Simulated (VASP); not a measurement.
Input of a VASP 6.6.1 run:

File INCAR:

```
SYSTEM = WS2
PREC = Accurate
ENCUT = 520
EDIFF = 1E-7
ISMEAR = 0
SIGMA = 0.02
LREAL = .False.
LASPH = .True.
NELM = 80
ALGO = Normal
ISIF = 2
LWAVE = .False.
LCHARG = .False.
NBANDS = 35
```

KPOINTS

```
regular mesh
0
Gamma
  10 10 3
  0 0 0
```

Contents of POSCAR:

```
WS2
3.18
    1.000000000000      0.000000000000      0.000000000000
   -0.500000000000      0.866025403774      0.000000000000
    0.000000000000      0.000000000000      3.930817610063
W S
2 4
Direct
    0.6666666667      0.3333333333      0.7500000000
    0.3333333333      0.6666666667      0.2500000000
    0.6666666667      0.3333333333      0.3750000000
    0.3333333333      0.6666666667      0.8750000000
    0.6666666667      0.3333333333      0.1250000000
    0.3333333333      0.6666666667      0.6250000000
```

Potentials or basis: VASP PAW LDA potentials, release 54 (W_sv, S).

Launch:

```bash
$ cat potpaw_LDA.54/W_sv/POTCAR potpaw_LDA.54/S/POTCAR > POTCAR
$ mpirun -np 1 vasp_std > vasp.out
```

(1) Estimate the band gap on the k mesh.

(2) What does it give for the largest force?

(3) Predict the pressure.

Answers

(1) 1.05 eV, indirect (least direct gap 2.07 eV).

(2) 0.312 eV/Å.

(3) -5.3 GPa.

Caveat: spin-orbit coupling is left out, which moves the levels of the heavy elements; an odd mesh through Γ misses points on the zone boundary, where band edges often lie.
